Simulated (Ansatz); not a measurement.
## LiF (Fm-3m), clamped-ion strain scan

All numbers below come from Ansatz 0.2.0, DFT r2SCAN, scalar-relativistic, plane waves, PAW. The runs took a 500 eV cutoff, a Γ-centred 10×10×10 mesh and Gaussian smearing (0.05 eV). No spin polarisation. Energies are free energies at this smearing, counted from the undisturbed cell; pressure is positive in compression.

Zero of the scan (as given, not relaxed at this level; it stands at -2.1 GPa):

```
CELL_PARAMETERS angstrom
0.00000 2.01400 2.01400
2.01400 0.00000 2.01400
2.01400 2.01400 0.00000
ATOMIC_POSITIONS crystal
Li 0.00000 0.00000 0.00000
F 0.50000 0.50000 0.50000
```

The cell is strained by ε times the Voigt pattern (1, 1, 0, 0, 0, 0) (xx, yy, zz, yz, xz, xy; engineering shear) with fractional coordinates fixed.

| ε | ΔE (meV/atom) |
| --- | --- |
| -0.0600 | 25.7 |
| -0.0450 | 10.8 |
| -0.0300 | 2.2 |
| -0.0150 | -1.2 |
| 0.0000 | 0.0 |
| 0.0150 | 4.9 |
| 0.0300 | 13.1 |
| 0.0450 | 23.8 |
| 0.0525 | 30.1 |
| 0.0600 | 36.8 |

**Question.** Predict the stress summed along the pattern (GPa, tension positive) at each point.

**Answer.**
| ε | stress summed along the pattern (GPa, tension positive) |
| --- | --- |
| -0.0600 | -25.46 |
| -0.0450 | -15.85 |
| -0.0300 | -7.87 |
| -0.0150 | -1.29 |
| 0.0000 | 4.12 |
| 0.0150 | 8.54 |
| 0.0300 | 12.10 |
| 0.0450 | 14.95 |
| 0.0525 | 16.15 |
| 0.0600 | 17.20 |